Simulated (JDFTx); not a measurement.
# CoO (Fm-3m) in JDFTx: reference runs

Aim: a first look at CoO with PBE, on the cell as given.

Everything below comes from runs of JDFTx 1.7.0 (patched build). Logs are shortened: lines on timing, memory, paths and dates and some standing lists are left out, and cuts for length are marked. The log counts tension as positive stress, the text compression.

### Step 1. The structure

The structure is cubic, space group Fm-3m (No. 225). The conventional cell has a = 4.263 Å, b = 4.263 Å, c = 4.263 Å, α = 90.00°, β = 90.00°, γ = 90.00°. Co (site symmetry m-3m) has 6 O at 2.13 Å as nearest neighbours. O (site symmetry m-3m) has 6 Co at 2.13 Å as nearest neighbours.

### Step 2. Single point, PBE, collinear spin, ferromagnetic start

CoO.in

```
lattice \
    0.0000000000     4.0279512346     4.0279512346 \
    4.0279512346     0.0000000000     4.0279512346 \
    4.0279512346     4.0279512346     0.0000000000
coords-type Lattice
ion Co     0.0000000000     0.0000000000     0.0000000000 1
ion O      0.5000000000     0.5000000000     0.5000000000 1

ion-species pseudo/Co.upf
ion-species pseudo/O.upf
elec-cutoff 48 384
elec-ex-corr gga-PBE
kpoint-folding 11 11 11
elec-smearing Fermi 0.0018374661
elec-n-bands 19
spintype z-spin
initial-magnetic-moments Co 2
elec-initial-magnetization 2 no
electronic-SCF nIterations 100 energyDiffThreshold 1e-09
electronic-minimize nIterations 30 energyDiffThreshold 1e-7
converge-empty-states yes
forces-output-coords Cartesian

dump-name run.$VAR
dump End Ecomponents EigStats BandEigs Kpoints Forces Stress
```

Potentials or basis: PseudoDojo-SR-PBE-0.5-standard.

Started as:

```bash
> jdftx -c 1 -i CoO.in -o CoO.out
```

Log:

```text
*************** JDFTx 1.7.0 (patched build) ***************

Input parsed successfully to the following command list (including defaults):
[... the input with its defaults ...]

---------- Setting up symmetries ----------

Found 48 point-group symmetries of the bravais lattice
Found 48 space-group symmetries with basis
Applied RMS atom displacement 0 bohrs to make symmetries exact.

---------- Initializing the Grid ----------
R =
[            0      4.02795      4.02795  ]
[      4.02795            0      4.02795  ]
[      4.02795      4.02795            0  ]
unit cell volume = 130.702
G =
[  -0.779948   0.779948   0.779948  ]
[   0.779948  -0.779948   0.779948  ]
[   0.779948   0.779948  -0.779948  ]
Minimum fftbox size, Smin = [  52  52  52  ]
Chosen fftbox size, S = [  54  54  54  ]

---------- Initializing tighter grid for wavefunction operations ----------
R =
[            0      4.02795      4.02795  ]
[      4.02795            0      4.02795  ]
[      4.02795      4.02795            0  ]
unit cell volume = 130.702
G =
[  -0.779948   0.779948   0.779948  ]
[   0.779948  -0.779948   0.779948  ]
[   0.779948   0.779948  -0.779948  ]
Minimum fftbox size, Smin = [  36  36  36  ]
Chosen fftbox size, S = [  36  36  36  ]

---------- Exchange Correlation functional ----------
Initalized PBE GGA exchange.
Initalized PBE GGA correlation.

---------- Setting up pseudopotentials ----------
Width of ionic core gaussian charges (only for fluid interactions / plotting) set to 0

Reading pseudopotential file 'pseudo/Co.upf':
  'Co' pseudopotential, 'PBE' functional
  Generated using ONCVPSP code by D. R. Hamann
  17 valence electrons, 4 orbitals, 6 projectors, 1001 radial grid points, with lMax = 2
    3S    l: 0   occupation:  2.0   eigenvalue: -3.763303
    3P    l: 1   occupation:  6.0   eigenvalue: -2.412101
    3D    l: 2   occupation:  7.0   eigenvalue: -0.301498
    4S    l: 0   occupation:  2.0   eigenvalue: -0.201022
  Core radius for overlap checks: 1.60 bohrs.

Reading pseudopotential file 'pseudo/O.upf':
  'O' pseudopotential, 'PBE' functional
  Generated using ONCVPSP code by D. R. Hamann
  6 valence electrons, 2 orbitals, 5 projectors, 936 radial grid points, with lMax = 2
    2S    l: 0   occupation:  2.0   eigenvalue: -0.880572
    2P    l: 1   occupation:  4.0   eigenvalue: -0.331869
  Core radius for overlap checks: 1.39 bohrs.

Initialized 2 species with 2 total atoms.

Folded 1 k-points by 11x11x11 to 1331 k-points.

---------- Setting up k-points, bands, fillings ----------
Reduced to 56 k-points under symmetry.
Computing the number of bands and number of electrons
Calculating initial fillings.
nElectrons:  23.000000   nBands: 19   nStates: 112

----- Setting up reduced wavefunction bases (one per k-point) -----
average nbasis = 2076.435 , ideal nbasis = 2076.053

---------- Setting up ewald sum ----------
Optimum gaussian width for ewald sums = 1.829426 bohr.
Real space sum over 1331 unit cells with max indices [  5  5  5  ]
Reciprocal space sum over 2197 terms with max indices [  6  6  6  ]

---------- Allocating electronic variables ----------
Initializing wave functions:  linear combination of atomic orbitals
Note: number of bands (19) exceeds available atomic orbitals (14)
Co (M=2) pseudo-atom majority spin occupations:   s ( 1 0.5 )  p ( 3 )  d ( 5 )
Co (M=2) pseudo-atom minority spin occupations:   s ( 1 0 )  p ( 3 )  d ( 3.5 )
O pseudo-atom occupations:   s ( 2 )  p ( 4 )
	FillingsUpdate:  mu: +1.138486491  nElectrons: 23.000000  magneticMoment: [ Abs: 0.19074  Tot: +0.19074 ]
LCAOMinimize: Iter:   0  F: -149.5961890676491635  |grad|_K:  1.970e-02  alpha:  1.000e+00
	FillingsUpdate:  mu: +1.109980286  nElectrons: 23.000000  magneticMoment: [ Abs: 0.13675  Tot: +0.13675 ]
LCAOMinimize: Iter:   1  F: -155.1627742430052592  |grad|_K:  1.496e-02  alpha:  3.259e-01  linmin: -1.802e-01  cgtest:  5.342e-01
	FillingsUpdate:  mu: +0.592193728  nElectrons: 23.000000  magneticMoment: [ Abs: 2.67992  Tot: +2.67992 ]
[... 42 lines of inner loops ...]
	FillingsUpdate:  mu: +0.533864125  nElectrons: 23.000000  magneticMoment: [ Abs: 2.98444  Tot: +2.97168 ]
LCAOMinimize: Iter:  16  F: -158.4440504116739703  |grad|_K:  7.187e-07  alpha:  5.512e-01  linmin:  6.474e-03  cgtest:  1.137e-01
LCAOMinimize: Encountered beta<0, resetting CG.
LCAOMinimize: Converged (|Delta F|<1.000000e-06 for 2 iters).

-------- Electronic minimization -----------
Will mix electronic density at each iteration.
	FillingsUpdate:  mu: +0.533864125  nElectrons: 23.000000  magneticMoment: [ Abs: 2.98444  Tot: +2.97168 ]
	FillingsUpdate:  mu: +0.532275038  nElectrons: 23.000000  magneticMoment: [ Abs: 2.98444  Tot: +2.97168 ]
SCF: Cycle:  0   F: -158.466932846538555   dF: -2.288e-02   |Residual|: 7.105e-02   |deigs|: 7.257e-02
	FillingsUpdate:  mu: +0.518852751  nElectrons: 23.000000  magneticMoment: [ Abs: 2.99960  Tot: +2.98073 ]
SCF: Cycle:  1   F: -158.469288949658392   dF: -2.356e-03   |Residual|: 1.412e-02   |deigs|: 1.514e-02
	FillingsUpdate:  mu: +0.518355292  nElectrons: 23.000000  magneticMoment: [ Abs: 3.00848  Tot: +2.98842 ]
SCF: Cycle:  2   F: -158.469327233616582   dF: -3.828e-05   |Residual|: 5.864e-03   |deigs|: 2.077e-03
	FillingsUpdate:  mu: +0.518812972  nElectrons: 23.000000  magneticMoment: [ Abs: 3.01121  Tot: +2.98994 ]
SCF: Cycle:  3   F: -158.469330701426742   dF: -3.468e-06   |Residual|: 3.061e-03   |deigs|: 7.472e-04
	FillingsUpdate:  mu: +0.519261863  nElectrons: 23.000000  magneticMoment: [ Abs: 3.01289  Tot: +2.99047 ]
SCF: Cycle:  4   F: -158.469331754619702   dF: -1.053e-06   |Residual|: 8.519e-04   |deigs|: 5.880e-04
	FillingsUpdate:  mu: +0.519251397  nElectrons: 23.000000  magneticMoment: [ Abs: 3.01168  Tot: +2.98968 ]
SCF: Cycle:  5   F: -158.469331931844494   dF: -1.772e-07   |Residual|: 3.067e-04   |deigs|: 3.567e-04
	FillingsUpdate:  mu: +0.519227245  nElectrons: 23.000000  magneticMoment: [ Abs: 3.01148  Tot: +2.98969 ]
SCF: Cycle:  6   F: -158.469331966604443   dF: -3.476e-08   |Residual|: 1.475e-04   |deigs|: 1.964e-04
	FillingsUpdate:  mu: +0.519253506  nElectrons: 23.000000  magneticMoment: [ Abs: 3.01137  Tot: +2.98960 ]
SCF: Cycle:  7   F: -158.469331973486931   dF: -6.882e-09   |Residual|: 7.262e-05   |deigs|: 1.519e-04
	FillingsUpdate:  mu: +0.519248782  nElectrons: 23.000000  magneticMoment: [ Abs: 3.01146  Tot: +2.98966 ]
SCF: Cycle:  8   F: -158.469331978167475   dF: -4.681e-09   |Residual|: 1.199e-05   |deigs|: 1.588e-04
	FillingsUpdate:  mu: +0.519248698  nElectrons: 23.000000  magneticMoment: [ Abs: 3.01147  Tot: +2.98967 ]
SCF: Cycle:  9   F: -158.469331978609802   dF: -4.423e-10   |Residual|: 5.782e-06   |deigs|: 1.248e-04
	FillingsUpdate:  mu: +0.519248546  nElectrons: 23.000000  magneticMoment: [ Abs: 3.01147  Tot: +2.98967 ]
SCF: Cycle: 10   F: -158.469331978760806   dF: -1.510e-10   |Residual|: 3.762e-06   |deigs|: 1.820e-04
SCF: Converged (|Delta E|<1.000000e-09 for 2 iters).

Setting wave functions to eigenvectors of Hamiltonian
Converging empty states (this may take a while): |deigs|: 2.369e-03

# Stress tensor in Cartesian coordinates [Eh/a0^3]:
[  6.74653e-05            0            0  ]
[            0  6.74653e-05            0  ]
[            0            0  6.74653e-05  ]

# Ionic positions in lattice coordinates:
ion Co   0.000000000000000   0.000000000000000   0.000000000000000 1
ion O   0.500000000000000   0.500000000000000   0.500000000000000 1

# Forces in Cartesian coordinates:
force Co   0.000000000000000   0.000000000000000  -0.000000000000000 1
force O   0.000000000000000  -0.000000000000000   0.000000000000000 1

# Energy components:
   Eewald =     -106.2814308603418851
       EH =       45.6677856664784230
     Eloc =     -134.2731663577806103
      Enl =      -21.7176220865718115
      Exc =      -32.2341634571025040
 Exc_core =       11.0641215087929812
       KE =       79.3062971462744173
-------------------------------------
     Etot =     -158.4681784402509948
       TS =        0.0011535385098219
-------------------------------------
        F =     -158.4693319787608061

IonicMinimize: Iter:   0  F: -158.469331978760806  |grad|_K:        nan
IonicMinimize: None of the convergence criteria satisfied after 0 iterations.

#--- Lowdin population analysis ---
# oxidation-state Co +1.125
# magnetic-moments Co +2.589
# oxidation-state O -1.003
# magnetic-moments O +0.407

Dumping 'run.eigStats' ...
	eMin: -3.038048 at state 0 ( [ +0.000000 +0.000000 +0.000000 ] spin 1 )
	HOMO: +0.519010 at state 96 ( [ +0.090909 +0.272727 +0.363636 ] spin -1 )
	mu  : +0.519250
	LUMO: +0.519701 at state 101 ( [ +0.090909 +0.272727 -0.181818 ] spin -1 )
	eMax: +1.558870 at state 86 ( [ +0.000000 +0.363636 +0.363636 ] spin -1 )
	HOMO-LUMO gap: +0.000691
	Optical gap  : +0.002087 at state 96 ( [ +0.090909 +0.272727 +0.363636 ] spin -1 )
Done!
```

It took 4.6 min on 1 thread of Arm Neoverse V1, shared host; peak memory 0.23 GiB.

Results:

```
Free energy            : -4312.1702 eV
Pressure               : -2.0 GPa
Band gap on the k mesh : none (metal or under the smearing width)
Net moment             : 2.99 μB per cell
Absolute moment        : 3.01 μB per cell
Site moments           : Co +2.59; O +0.41 μB
Loewdin charges        : Co +1.12; O -1.00 e
```

Caveat: the atomic charges don't sum to the cell's charge; a cell with one magnetic atom can't hold antiferromagnetic order, which such compounds often take; semilocal functionals often make such compounds metallic where correlation or magnetic order opens a gap, which also shifts bond lengths.
